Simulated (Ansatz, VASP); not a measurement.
## Sb in VASP and in Ansatz

```xyz
1
Lattice="2.9072 0.0000 0.0000 0.0000 2.9072 0.0000 0.0000 0.0000 2.9072" Properties=species:S:1:pos:R:3 pbc="T T T"
Sb    0.0000    0.0000    0.0000
```

Change from the starting cell: strain -0.080 along x and y, -0.080 along z, atoms carried along.

Alike in both runs: task single point; functional PBEsol; k mesh 16 × 16 × 16; occupations gaussian, width 0.15 eV; no spin polarisation.

```csv
,VASP,Ansatz
version,VASP 6.6.1,Ansatz 0.2.0
potentials or method,"VASP PAW PBE potentials, release 64 (Sb)","scalar-relativistic, plane waves, PAW"
plane-wave cutoff (eV),520,420
valence electrons in the cell,5,15
```

VASP gave:

| Quantity | Value |
| --- | --- |
| gap on the k mesh at the Fermi level (eV) | none |
| pressure (GPa) | 14.2 |

**Question.** Estimate Ansatz's values.

**Answer.** gap on the k mesh at the Fermi level (eV): none; pressure (GPa): 13.8.

A gap of «none» marks a metal or a gap that the smearing closes. The two sets of potentials don't hold the same shells in valence.

Caveats: the PAW data sets were made with another functional, which shifts forces and pressure a little (VASP). Spin-orbit coupling is left out, which matters for the levels of Sb.
